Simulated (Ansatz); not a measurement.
MgO in the wurtzite structure, relaxed with r2SCAN in Ansatz. It is hexagonal, P6_3mc (No. 186); a = 3.288 Å, c = 5.034 Å in the conventional setting, 11.79 Å³ an atom. Around Mg lie 4 O at 1.97–1.99 Å; around O lie 4 Mg at 1.97–1.99 Å.

The axes x, y and z are those of this cell:
```xyz
4
Lattice="3.2882 0.0000 0.0000 -1.6441 2.8477 0.0000 0.0000 0.0000 5.0344" Properties=species:S:1:pos:R:3 pbc="T T T"
Mg    0.0000    1.8985   -0.0495
Mg    1.6441    0.9492    2.4677
O     0.0000    1.8985    1.9374
O     1.6441    0.9492    4.4546
```

Unstrained: The PBE gap is direct at Γ: 3.556 eV. The r2SCAN gap is direct at Γ: 4.223 eV. With HSE06 the gap is 5.158 eV and direct, at Γ. Meshes: PBE 12×12×6, r2SCAN 12×12×6, HSE06 6×6×4. Strains are changes of length per length. After each strain the atoms were relaxed again with r2SCAN within the symmetry that the strain leaves, so tilts or polar shifts that break it weren't tested; points keep the names that they have in the unstrained zone. These are computed values for a spin-unpolarised cell that may be hypothetical; none is a measurement.

Problem. For epitaxial +1.0 % in the xy plane, how far does the free direction move, and what happens to the gap?

Solution. The normal strain at zero normal stress is -2.00 %, 2.00 of the in-plane strain with the sign turned. PBE: the gap goes from 3.556 to 3.443 eV (-0.113 eV). r2SCAN: the gap goes from 4.223 to 4.105 eV (-0.118 eV). HSE06: the gap goes from 5.158 to 5.036 eV (-0.122 eV).

Problem. For epitaxial -3.0 % in the xy plane, how far does the free direction move, and what happens to the gap?

Solution. The normal strain at zero normal stress is +3.66 %, 1.22 of the in-plane strain with the sign turned. PBE: the gap goes from 3.556 to 3.932 eV (+0.376 eV). r2SCAN: the gap goes from 4.223 to 4.612 eV (+0.389 eV). HSE06: the gap goes from 5.158 to 5.559 eV (+0.401 eV).

Problem. For epitaxial -4.0 % in the xy plane, how far does the free direction move, and what happens to the gap?

Solution. The normal strain at zero normal stress is +4.57 %, 1.14 of the in-plane strain with the sign turned. PBE: the gap goes from 3.556 to 3.957 eV (+0.401 eV). r2SCAN: the gap goes from 4.223 to 4.645 eV (+0.422 eV). HSE06: the gap goes from 5.158 to 5.608 eV (+0.450 eV).

Problem. For epitaxial -2.0 % in the xy plane, how far does the free direction move, and what happens to the gap?

Solution. The normal strain at zero normal stress is +2.60 %, 1.30 of the in-plane strain with the sign turned. PBE: the gap goes from 3.556 to 3.805 eV (+0.249 eV). r2SCAN: the gap goes from 4.223 to 4.479 eV (+0.256 eV). HSE06: the gap goes from 5.158 to 5.424 eV (+0.266 eV).

Problem. For epitaxial -1.0 % in the xy plane, how far does the free direction move, and what happens to the gap?

Solution. The normal strain at zero normal stress is +1.42 %, 1.42 of the in-plane strain with the sign turned. PBE: the gap goes from 3.556 to 3.679 eV (+0.123 eV). r2SCAN: the gap goes from 4.223 to 4.349 eV (+0.126 eV). HSE06: the gap goes from 5.158 to 5.289 eV (+0.131 eV).

The meshes of the hybrids are coarse, so their gaps aren't converged to the digits shown.
